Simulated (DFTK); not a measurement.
A run of DFTK 0.8.2 is set up as follows.

File run.jl:

```julia
using DFTK
using PseudoPotentialData
using Unitful, UnitfulAtomic
using LinearAlgebra, Printf
include("save.jl")
disable_threading()

lines     = readlines("POSCAR")
lattice   = austrip(1u"Å") * parse(Float64, lines[2]) * hcat([parse.(Float64, split(l)) for l in lines[3:5]]...)
symbols   = vcat([fill(Symbol(s), parse(Int, n)) for (s, n) in zip(split(lines[6]), split(lines[7]))]...)
positions = [parse.(Float64, split(l)[1:3]) for l in lines[9:8+length(symbols)]]
pseudopotentials = Dict(:Au => "Au.upf")
elements = Dict(s => ElementPsp(s, pseudopotentials; rcut=10.0) for s in unique(symbols))
atoms    = [elements[s] for s in symbols]

build_model(lattice, positions; symmetries=true) =
    model_DFT(lattice, atoms, positions;
              functionals=[:gga_x_am05, :gga_c_am05],
              temperature=austrip(0.05u"eV"),
              smearing=Smearing.FermiDirac(),
              symmetries)
Ecut  = 35.0  # hartree
kgrid = [8, 8, 8]
tol   = 1e-6
to_GPa = ustrip(uconvert(u"GPa", 1u"hartree/bohr^3"))

results["points"] = []
for scale in [0.94, 0.96, 0.98, 1.0, 1.02, 1.04, 1.06]
    println("\n=== scale = ", scale)
    model = build_model(cbrt(scale) * lattice, positions)
    basis = PlaneWaveBasis(model; Ecut, kgrid)
    t0 = time()
    scfres = self_consistent_field(basis;
                                   tol,
                                   nbandsalg=AdaptiveBands(model; n_bands_converge=14))
    seconds = time() - t0
    @printf "SCF: %d iterations, %.1f s\n" scfres.n_iter seconds
    forces = compute_forces_cart(scfres)
    stress = compute_stresses_cart(scfres)
    @printf "V = %.5f Å^3  F = %.8f Ha  max force = %.5f eV/Å  p = %.4f GPa\n" ustrip(auconvert(u"Å^3", model.unit_cell_volume)) scfres.energies.total ustrip(auconvert(u"eV/Å", maximum(norm, forces))) (-tr(stress) / 3 * to_GPa)
    push!(results["points"], save_scf!(scfres; forces, stress, d=Dict{String,Any}("seconds" => seconds, "n_matvec" => get(scfres, :n_matvec, 0))))
end

# third-order Birch-Murnaghan fit in x = V^(-2/3)
V = [0.94, 0.96, 0.98, 1.0, 1.02, 1.04, 1.06] * abs(det(lattice))
E = [p["total"] for p in results["points"]]
x = V .^ (-2 / 3)
c = [x .^ 0 x x .^ 2 x .^ 3] \ E
Δ = c[3]^2 - 3c[2] * c[4]
if Δ > 0
    x0 = (-c[3] + sqrt(Δ)) / 3c[4]
    B0 = 4 / 9 * x0^(7 / 2) * (2c[3] + 6c[4] * x0)
    @printf "V0 = %.4f Å^3  B0 = %.2f GPa\n" ustrip(auconvert(u"Å^3", x0^(-3 / 2))) B0 * to_GPa
end
```

POSCAR

```
Au
1.0
    0.0000000000      2.0350000000      2.0350000000
    2.0350000000      0.0000000000      2.0350000000
    2.0350000000      2.0350000000      0.0000000000
Au
1
Direct
    0.0000000000      0.0000000000      0.0000000000
```

Potentials or basis: SG15 1.2 (PBE).

Command:

```console
$ julia --threads=1 run.jl  # save.jl only writes the numbers to a file and isn't shown; printed stress counts tension as positive; times include loading and compiling
```

Estimate the pressure derivative of the bulk modulus.

5.8.

Predict the equilibrium volume.

17.06 Å³/atom.

Predict the bulk modulus.

172 GPa.

Energy against volume, from the lowest point:
```csv
volume (Å³/atom),energy (meV/atom)
15.843,54.30
16.181,26.73
16.518,9.29
16.855,0.75
17.192,0.00
17.529,6.05
17.866,18.03
```

Caveat: the potentials were made for another functional, which shifts forces and pressure. Spin-orbit coupling is left out, which matters for the levels of Au.

**What was measured.**

From “Exploring toroidal anvil profiles for larger sample volumes above 4 Mbar”, 2024, pmc:11102561, for a bulk crystal of Au: bulk modulus 167 GPa.

Measured bulk modulus of Au: 167 GPa (quoted in “Exploring toroidal anvil profiles for larger sample volumes above 4 Mbar”, 2024, pmc:11102561). This calculation gives 172 GPa (+3.2 %). The fit is for a static lattice scaled at fixed shape and fixed fractional positions.
